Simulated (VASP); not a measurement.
# Moments of MnO (Manganosite) against U, part 2 of 2

Aim: follow the moments of MnO (Manganosite) as U grows. The starting structure is a measured crystal structure from the Crystallography Open Database. The reference starts from antiferromagnetic moments, in one pattern that fits into this cell.

VASP 6.6.1.

Results so far: PBEsol 4.32 μB on Mn; PBEsol+U (Mn d 2 eV) 4.46 μB on Mn.

## Step 4: Run with PBEsol+U (Mn d 4 eV) (continued)

Level of this step: PBEsol, DFT+U (Mn d 4 eV), spin-polarised from an antiferromagnetic start; plane waves and PAW (Mn_pv, O) (VASP).

Parts of OUTCAR (step 4):

```text
  Total       -0.4807962     -0.4807962     -0.4807962     -0.2930171      0.2930171      0.2930171
  in kB      -17.5304557    -17.5304557    -17.5304557    -10.6837842     10.6837842     10.6837842
  external PRESSURE =     -17.5304557 kB  Pullay stress =       0.0000000 kB

 POSITION                                       TOTAL-FORCE (eV/Angst)
 -----------------------------------------------------------------------------------
      0.00000      0.00000      0.00000         0.000000     -0.000000      0.000000
      2.22300      2.22300      0.00000        -0.000000      0.000000      0.000000
      2.22300      2.22300      2.22300         0.000000     -0.000000      0.000000
      4.44600      4.44600      2.22300         0.000000     -0.000000     -0.000000
 -----------------------------------------------------------------------------------
    total drift:                                0.000000     -0.000000     -0.000000

  FREE ENERGIE OF THE ION-ELECTRON SYSTEM (eV)
  ---------------------------------------------------
  free  energy   TOTEN  =       -32.5921086900 eV

  energy  without entropy=      -32.5921086900  energy(sigma->0) =      -32.59210869

 magnetization (x)
# of ion       s       p       d       tot
------------------------------------------
    1        0.018   0.020   4.521   4.560
    2       -0.018  -0.020  -4.521  -4.560
    3        0.000   0.000   0.000   0.000
    4        0.000   0.000   0.000   0.000
--------------------------------------------------
tot          0.000   0.000   0.000   0.000

[... 2 parts as in an earlier step ...]

[... 1 further part left out ...]
[key lines of the parts left out:]
E-fermi :   6.1144
```

PBEsol+U (Mn d 4 eV): the moments inside the Mn spheres have a mean size of 4.56 μB, and the cell carries 0.00 μB, with a gap of 1.68 eV on the mesh.

## Step 5: Run with PBEsol+U (Mn d 6 eV)

Against step 2 the input has LDAU = .TRUE., LDAUTYPE = 2, LDAUL = 2 -1, LDAUU = 6 0, LDAUJ = 0 0 and LDAUPRINT = 1.

Contents of INCAR:

```
SYSTEM = MnO
PREC = Accurate
ENCUT = 480
EDIFF = 1E-07
NELM = 200
ISMEAR = 0
SIGMA = 0.05
LREAL = .FALSE.
ALGO = Normal
GGA = PS
NBANDS = 27
ISPIN = 2
MAGMOM = 4.8 -4.8 0 0
LDAU = .TRUE.
LDAUTYPE = 2
LDAUL = 2 -1
LDAUU = 6 0
LDAUJ = 0 0
LDAUPRINT = 1
LASPH = .TRUE.
LMAXMIX = 4
LORBIT = 11
LWAVE = .FALSE.
LCHARG = .FALSE.
KPAR = 8
```

Contents of POSCAR:

```
MnO
1.0
    0.0000000000      2.2230000000      2.2230000000
    2.2230000000      0.0000000000      2.2230000000
    4.4460000000      4.4460000000      0.0000000000
Mn O
2 2
Direct
    0.0000000000      0.0000000000      0.0000000000
    0.0000000000      0.0000000000      0.5000000000
    0.5000000000      0.5000000000      0.2500000000
    0.5000000000      0.5000000000      0.7500000000
```

Contents of KPOINTS:

```
Automatic mesh
0
Gamma
14 14 14
0 0 0
```

The projector-augmented-wave data sets are Mn_pv and O (PBE family, release 64).

Run with:

```console
$ mpirun -np 8 vasp_std
```

The log of the run:

```text
[... set-up lines as in an earlier step ...]
 entering main loop
       N       E                     dE             d eps       ncg     rms          rms(c)
DAV:   1     0.440165629404E+03    0.44017E+03   -0.20835E+04 31928   0.164E+03
DAV:   2     0.611009301378E+01   -0.43406E+03   -0.41575E+03 31789   0.478E+02
DAV:   3    -0.310255445405E+02   -0.37136E+02   -0.36564E+02 34664   0.147E+02
DAV:   4    -0.318417528761E+02   -0.81621E+00   -0.81358E+00 35080   0.229E+01
[...]
DAV:  15    -0.317774616132E+02   -0.59823E-05   -0.15447E-05 34802   0.422E-02    0.936E-03
DAV:  16    -0.317774621063E+02   -0.49308E-06   -0.23955E-06 33640   0.141E-02    0.144E-03
DAV:  17    -0.317774621143E+02   -0.79654E-08   -0.15674E-07 19930   0.356E-03
   1 F= -.31777462E+02 E0= -.31777462E+02  d E =-.587741E-24  mag=    -0.0000
```

Wall time 1.8 min (8 MPI ranks of AMD EPYC 7R43, shared host); peak memory 4 GiB.

From OUTCAR (step 5):

```text
  Total        0.0434176      0.0434176      0.0434176     -0.2415321      0.2415321      0.2415321
  in kB        1.5830636      1.5830636      1.5830636     -8.8065772      8.8065772      8.8065772
  external PRESSURE =       1.5830636 kB  Pullay stress =       0.0000000 kB

 POSITION                                       TOTAL-FORCE (eV/Angst)
 -----------------------------------------------------------------------------------
      0.00000      0.00000      0.00000        -0.000000     -0.000000      0.000000
      2.22300      2.22300      0.00000         0.000000      0.000000      0.000000
      2.22300      2.22300      2.22300         0.000000      0.000000      0.000000
      4.44600      4.44600      2.22300        -0.000000     -0.000000     -0.000000
 -----------------------------------------------------------------------------------
    total drift:                                0.000000     -0.000000     -0.000000

  FREE ENERGIE OF THE ION-ELECTRON SYSTEM (eV)
  ---------------------------------------------------
  free  energy   TOTEN  =       -31.7774621143 eV

  energy  without entropy=      -31.7774621143  energy(sigma->0) =      -31.77746211

 magnetization (x)
# of ion       s       p       d       tot
------------------------------------------
    1        0.020   0.022   4.592   4.635
    2       -0.020  -0.022  -4.592  -4.635
    3        0.000   0.000   0.000   0.000
    4        0.000   0.000   0.000   0.000
--------------------------------------------------
tot          0.000   0.000   0.000   0.000

[... 2 parts as in an earlier step ...]

[... 1 further part left out ...]
[key lines of the parts left out:]
E-fermi :   5.8911
```

PBEsol+U (Mn d 6 eV): the moments inside the Mn spheres have a mean size of 4.63 μB, and the cell carries 0.00 μB, with a gap of 1.99 eV on the mesh.

## Step 6: All runs side by side

```csv
run,mean size of the moment on Mn (μB),cell (μB),gap on the mesh (eV),core minutes
PBEsol,4.32,0.0,0.76,14.8
PBEsol+U (Mn d 2 eV),4.46,0.0,1.27,12.7
PBEsol+U (Mn d 4 eV),4.56,0.0,1.68,14.0
PBEsol+U (Mn d 6 eV),4.63,0.0,1.99,14.7
```

Core minutes are wall time times ranks of the run shown, on a shared host.

## Step 7: Results

| Property | Result |
| --- | --- |
| mean size of the moment on Mn, PBEsol | 4.32 μB |
| mean size of the moment on Mn, PBEsol+U (Mn d 2 eV) | 4.46 μB |
| mean size of the moment on Mn, PBEsol+U (Mn d 4 eV) | 4.56 μB |
| mean size of the moment on Mn, PBEsol+U (Mn d 6 eV) | 4.63 μB |

In words: In order of rising U the Mn moment is 4.32, 4.46, 4.56, 4.63 μB and the gap on the mesh 0.763 eV, 1.273 eV, 1.679 eV, 1.991 eV. DFT+U can end in one of several states, and no search among them was made. Orbital moments aren't included. Experiment finds antiferromagnetic order in this phase at low temperature (arxiv:1410.6377), which need not be an order tried here. Moments are counted inside the PAW spheres, so the part between the atoms is missing from them. The magnetic order was set by hand and not searched for; longer or canted orders weren't tried. Further runs on this material are not shown.

[Lines on the potential files, build, host, timing and source positions are cut from VASP's logs without a mark.]

[Logs are printed without paths, hosts, clocks, repeated set-up lines and the standing remarks that a program may print on its own settings, such as how far it seeks lower states.]

[Hosts, paths, dates, database ids (printed as entryN), source tags and the programs' standing remarks are cut or masked in the printed files.]
